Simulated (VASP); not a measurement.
# BP in VASP: one cell, several levels of theory, part 1 of 2

Zincblende BP, under -4.0 % equal strain in all directions is computed at one geometry. Runs: PBE, r2SCAN. The results are then set beside those of Ansatz 0.2.0 for the same cell.

The runs shown are made with VASP 6.6.1. PAW datasets, plane waves. The values are computed, spin-unpolarised, and not measurements.

### 1 The structure to begin with

The cell comes from an earlier relaxation with r2SCAN in another program.

The symmetry is F-43m (No. 216, cubic); a = 4.355 Å in the conventional setting, 10.33 Å³ an atom. Around B lie 4 P at 1.89 Å; around P lie 4 B at 1.89 Å.

As a file:

```cif
data_structure
_symmetry_space_group_name_H-M 'P 1'
_symmetry_Int_Tables_number 1
_cell_length_a 3.0796
_cell_length_b 3.0796
_cell_length_c 3.0796
_cell_angle_alpha 60.000
_cell_angle_beta 60.000
_cell_angle_gamma 60.000
_cell_volume 20.65
loop_
_atom_site_label
_atom_site_type_symbol
_atom_site_fract_x
_atom_site_fract_y
_atom_site_fract_z
_atom_site_occupancy
B1 B 0.00000 0.00000 0.00000 1
P1 P 0.25000 0.25000 0.25000 1
```

### 2 PBE at this geometry

Contents of INCAR:

```
ENCUT = 520.000000
SIGMA = 0.020000
EDIFF = 1.00e-07
GGA = PE
PREC = Accurate
IBRION = -1
ISIF = 2
ISMEAR = -1
NBANDS = 11
NELM = 120
NSW = 0
LASPH = .TRUE.
LCHARG = .FALSE.
LWAVE = .FALSE.
LREAL = .FALSE.
```

Contents of KPOINTS:

```
KPOINTS created by Atomic Simulation Environment
0
Gamma
10 10 10
0 0 0
```

Contents of KPOINTS_OPT:

```
special points
7
Reciprocal
0.0000000000 0.0000000000 0.0000000000 1
-0.5000000000 -0.5000000000 0.0000000000 1
-0.3750000000 -0.3750000000 0.2500000000 1
-0.3750000000 0.0000000000 0.3750000000 1
0.0000000000 0.0000000000 0.5000000000 1
-0.5000000000 -0.2500000000 0.2500000000 1
0.0000000000 0.4348960000 0.4348960000 1
```

Contents of POSCAR:

```
B  P
 1.0000000000000000
     0.0000000000000000    2.1775830422000002    2.1775830422000002
     2.1775830422000002    0.0000000000000000    2.1775830422000002
     2.1775830422000002    2.1775830422000002    0.0000000000000000
 B   P
   1   1
Cartesian
  0.0000000000000000  0.0000000000000000  0.0000000000000000
  1.0887915211000003  1.0887915211000003  1.0887915211000003
```

The run uses the recommended PBE PAW datasets (8 valence electrons a neutral cell).

Run with:

```sh
$ mpirun -np 1 vasp_std
```

Standard output, without the iteration lines:

```text
POSCAR found type information on POSCAR B P
 POSCAR found :  2 types and       2 ions
 LDA part: xc-table for (Slater+PW92), standard interpolation
 POSCAR, INCAR and KPOINTS ok, starting setup
 FFT: planning ... GRIDC
 FFT: planning ... GRID_SOFT
 FFT: planning ... GRID
 WAVECAR not read
 entering main loop
 Start KPOINTS_OPT (optional k-point list driver)
k-point batch [1-7\7]
```

OSZICAR:

```text
N       E                     dE             d eps       ncg     rms          rms(c)
DAV:   1     0.104337359179E+02    0.10434E+02   -0.42785E+03  1042   0.681E+02
DAV:   2    -0.131352812878E+02   -0.23569E+02   -0.22515E+02  1432   0.115E+02
DAV:   3    -0.137140293621E+02   -0.57875E+00   -0.57767E+00  1278   0.157E+01
DAV:   4    -0.137159549023E+02   -0.19255E-02   -0.19254E-02  1163   0.108E+00
DAV:   5    -0.137159637270E+02   -0.88247E-05   -0.88246E-05  1334   0.712E-02    0.861E+00
DAV:   6    -0.128598153479E+02    0.85615E+00   -0.17448E+00  1169   0.615E+00    0.462E+00
DAV:   7    -0.127251828461E+02    0.13463E+00   -0.37568E-01  1295   0.308E+00    0.149E+00
DAV:   8    -0.127162803111E+02    0.89025E-02   -0.31130E-02  1217   0.106E+00    0.229E-01
DAV:   9    -0.127165890695E+02   -0.30876E-03   -0.68197E-04  1213   0.187E-01    0.159E-01
DAV:  10    -0.127167661801E+02   -0.17711E-03   -0.21470E-04  1184   0.939E-02    0.307E-02
DAV:  11    -0.127167766314E+02   -0.10451E-04   -0.11764E-05  1296   0.228E-02    0.419E-02
DAV:  12    -0.127167773503E+02   -0.71884E-06   -0.41954E-06  1148   0.102E-02    0.209E-02
DAV:  13    -0.127167772213E+02    0.12903E-06   -0.13895E-07   969   0.233E-03    0.869E-03
DAV:  14    -0.127167772658E+02   -0.44559E-07   -0.57180E-08   598   0.130E-03
   1 F= -.12716777E+02 E0= -.12716777E+02  d E =-.209895E-10
       N       E                     dE             ncg
DAV:   1     0.993570441143E+03   -0.19767E+04      154
DAV:   2     0.833174186309E+03   -0.16040E+03      232
DAV:   3     0.829896977259E+03   -0.32772E+01      196
DAV:   4     0.829887695993E+03   -0.92813E-02      186
DAV:   5     0.829887656327E+03   -0.39666E-04      201
DAV:   6     0.829887656104E+03   -0.22341E-06      192
DAV:   7     0.829887656102E+03   -0.21445E-08      203
```

The lines after F= are the extra pass for the points of KPOINTS_OPT, at fixed density; their E is not a total energy.

From OUTCAR:

```text
k-points           NKPTS =     47   k-points in BZ     NKDIM =     47   number of bands    NBANDS=     11

   NELECT =       8.0000    total number of electrons

   dimension x,y,z NGX =    24 NGY =   24 NGZ =   24
   dimension x,y,z NGXF=    48 NGYF=   48 NGZF=   48

  energy-cutoff  :      520.00
  volume of cell :       20.65
      direct lattice vectors                 reciprocal lattice vectors
     0.000000000  2.177583042  2.177583042    -0.229612369  0.229612369  0.229612369
     2.177583042  0.000000000  2.177583042     0.229612369 -0.229612369  0.229612369
     2.177583042  2.177583042  0.000000000     0.229612369  0.229612369 -0.229612369

 k-points in reciprocal lattice and weights: KPOINTS created by Atomic Simulation Env
   0.00000000  0.00000000  0.00000000       0.001
   0.10000000  0.00000000  0.00000000       0.008
   0.20000000  0.00000000  0.00000000       0.008
   0.30000000  0.00000000  0.00000000       0.008
   0.40000000  0.00000000  0.00000000       0.008
   0.50000000  0.00000000  0.00000000       0.004
   0.10000000  0.10000000  0.00000000       0.006
   0.20000000  0.10000000  0.00000000       0.024
[... 39 more k-points ...]

 E-fermi :   9.3230

 k-point     1 :       0.0000    0.0000    0.0000
  band No.  band energies     occupation
      1      -7.6485      2.00000
      2       8.9524      2.00000
      3       8.9524      2.00000
      4       8.9524      2.00000
      5      12.5705      0.00000
      6      12.5705      0.00000
      7      12.5705      0.00000
      8      18.2683      0.00000
      9      21.3794      0.00000
     10      21.4558      0.00000
     11      21.4558      0.00000

 k-point     2 :       0.1000    0.0000    0.0000
  band No.  band energies     occupation
      1      -7.4495      2.00000
      2       7.5579      2.00000
      3       8.6274      2.00000
      4       8.6274      2.00000
      5      13.0224      0.00000
      6      13.0225      0.00000
      7      13.1218      0.00000
      8      18.6439      0.00000
      9      20.6871      0.00000
     10      20.6871      0.00000
     11      22.0243      0.00000

 k-point     3 :       0.2000    0.0000    0.0000
  band No.  band energies     occupation
      1      -6.8585      2.00000
      2       5.0282      2.00000
      3       8.0192      2.00000
      4       8.0192      2.00000
      5      13.5266      0.00000
      6      13.7837      0.00000
      7      13.7837      0.00000
      8      19.3910      0.00000
      9      20.0382      0.00000
     10      20.0382      0.00000
     11      22.9523      0.00000

 k-point     4 :       0.3000    0.0000    0.0000
  band No.  band energies     occupation
      1      -5.9011      2.00000
      2       2.4511      2.00000
      3       7.4937      2.00000
      4       7.4937      2.00000
      5      13.5702      0.00000
      6      14.0358      0.00000
      7      14.0358      0.00000
      8      19.7396      0.00000
      9      20.7634      0.00000
     10      20.7634      0.00000
     11      23.4490      0.00000

 k-point     5 :       0.4000    0.0000    0.0000
  band No.  band energies     occupation
      1      -4.6771      2.00000
      2       0.1968      2.00000
      3       7.1638      2.00000
      4       7.1638      2.00000
      5      13.5232      0.00000
      6      13.8601      0.00000
      7      13.8601      0.00000
      8      19.6093      0.00000
      9      22.7124      0.00000
     10      22.7124      0.00000
     11      24.4451      0.00000

 k-point     6 :       0.5000    0.0000    0.0000
  band No.  band energies     occupation
      1      -3.8299      2.00000
      2      -1.0017      2.00000
      3       7.0530      2.00000
      4       7.0530      2.00000
      5      13.4992      0.00000
      6      13.7448      0.00000
      7      13.7448      0.00000
      8      19.5035      0.00000
      9      24.4140      0.00000
     10      24.4140      0.00000
     11      25.0817      0.00000

 k-point     7 :       0.1000    0.1000    0.0000
  band No.  band energies     occupation
      1      -7.3831      2.00000
      2       8.0007      2.00000
      3       8.0007      2.00000
      4       8.2127      2.00000
      5      12.0727      0.00000
      6      13.8182      0.00000
      7      13.8182      0.00000
      8      18.0585      0.00000
      9      20.1900      0.00000
     10      21.7403      0.00000
     11      22.2696      0.00000

 k-point     8 :       0.2000    0.1000    0.0000
  band No.  band energies     occupation
      1      -6.9224      2.00000
      2       5.9254      2.00000
      3       7.3060      2.00000
      4       7.9221      2.00000
      5      12.2416      0.00000
      6      14.6041      0.00000
      7      14.8044      0.00000
      8      17.1600      0.00000
      9      20.7590      0.00000
     10      21.5390      0.00000
     11      23.3985      0.00000

 k-point     9 :       0.3000    0.1000    0.0000
  band No.  band energies     occupation
      1      -6.0843      2.00000
      2       3.3908      2.00000
      3       6.8070      2.00000
      4       7.2931      2.00000
      5      12.7530      0.00000
      6      14.8335      0.00000
      7      15.2200      0.00000
      8      17.1679      0.00000
      9      21.5507      0.00000
     10      21.9401      0.00000
     11      23.9410      0.00000

 k-point    10 :       0.4000    0.1000    0.0000
  band No.  band energies     occupation
      1      -4.9299      2.00000
      2       1.0252      2.00000
      3       6.5838      2.00000
      4       6.6632      2.00000
      5      12.8766      0.00000
      6      14.7769      0.00000
      7      14.9476      0.00000
      8      18.4695      0.00000
      9      21.7586      0.00000
     10      23.5402      0.00000
     11      24.8319      0.00000

 k-point    11 :       0.5000    0.1000    0.0000
  band No.  band energies     occupation
      1      -3.7946      2.00000
      2      -0.6813      2.00000
      3       6.1921      2.00000
      4       6.6469      2.00000
      5      12.9658      0.00000
      6      14.5264      0.00000
      7      14.7050      0.00000
      8      19.7937      0.00000
      9      22.3573      0.00000
     10      24.4078      0.00000
     11      25.4850      0.00000

 k-point    12 :      -0.4000    0.1000    0.0000
  band No.  band energies     occupation
      1      -4.1115      2.00000
      2      -0.2474      2.00000
      3       5.9519      2.00000
      4       6.9734      2.00000
      5      13.2685      0.00000
      6      14.2636      0.00000
      7      14.7102      0.00000
      8      19.9881      0.00000
      9      22.1342      0.00000
     10      23.0834      0.00000
     11      25.4837      0.00000

 k-point    13 :      -0.3000    0.1000    0.0000
  band No.  band energies     occupation
      1      -5.3427      2.00000
      2       1.7801      2.00000
      3       5.9861      2.00000
      4       7.5121      2.00000
      5      13.6920      0.00000
      6      14.1202      0.00000
      7      14.8058      0.00000
      8      19.2862      0.00000
      9      19.9262      0.00000
     10      22.7908      0.00000
     11      24.9783      0.00000

 k-point    14 :      -0.2000    0.1000    0.0000
  band No.  band energies     occupation
      1      -6.4043      2.00000
      2       4.2390      2.00000
      3       6.3208      2.00000
      4       8.1635      2.00000
      5      13.7322      0.00000
      6      13.8899      0.00000
      7      14.7717      0.00000
      8      18.4889      0.00000
      9      18.8936      0.00000
     10      22.4500      0.00000
     11      23.9946      0.00000

 k-point    15 :      -0.1000    0.1000    0.0000
  band No.  band energies     occupation
      1      -7.1196      2.00000
      2       6.5715      2.00000
      3       7.0992      2.00000
      4       8.6855      2.00000
      5      13.0762      0.00000
      6      13.5248      0.00000
      7      14.1585      0.00000
      8      18.5682      0.00000
      9      19.3462      0.00000
     10      21.4761      0.00000
     11      22.9650      0.00000

 k-point    16 :       0.2000    0.2000    0.0000
  band No.  band energies     occupation
      1      -6.5935      2.00000
      2       6.3820      2.00000
      3       6.5431      2.00000
      4       6.5431      2.00000
      5      11.1489      0.00000
      6      15.2712      0.00000
      7      16.1292      0.00000
      8      16.1292      0.00000
      9      21.6873      0.00000
     10      22.5814      0.00000
     11      24.5051      0.00000

[... the tables of k-points 17 to 47 left out ...]

  Total        3.4271112      3.4271112      3.4271112     -0.0000000      0.0000000     -0.0000000
  in kB      265.8793499    265.8793499    265.8793499     -0.0000000      0.0000000     -0.0000000
  external PRESSURE =     265.8793499 kB  Pullay stress =       0.0000000 kB

 POSITION                                       TOTAL-FORCE (eV/Angst)
 -----------------------------------------------------------------------------------
      0.00000      0.00000      0.00000        -0.000000     -0.000000      0.000000
      1.08879      1.08879      1.08879         0.000000      0.000000     -0.000000
 -----------------------------------------------------------------------------------
    total drift:                                0.000000      0.000000      0.000000

  FREE ENERGIE OF THE ION-ELECTRON SYSTEM (eV)
  ---------------------------------------------------
  free  energy   TOTEN  =       -12.7167772658 eV

  energy  without entropy=      -12.7167772658  energy(sigma->0) =      -12.71677727
```

Hardware: 1 MPI rank of Intel Xeon Platinum 8488C, shared host.

The levels at the points of KPOINTS_OPT are read from vasprun.xml.

Band energies at the special points (eV, zero at the top of v, the last band that the electrons fill by count):

```
point    v−1      v     c   c+1
    Γ   0.00   0.00  3.62  3.62
    X  -4.57  -4.57  1.07  1.55
    U  -7.04  -3.88  2.02  6.29
    K  -7.04  -3.88  2.02  6.29
    L  -1.90  -1.90  4.55  4.79
    W  -6.41  -6.21  5.31  7.07
```

The PBE gap is 1.04 eV and indirect (Γ to (0.00, 0.43, 0.43)), with 3.62 eV as the least direct one. The pressure is 26.59 GPa; the forces vanish within 0.01 eV/Å.

(Continued in part 2 of 2.)
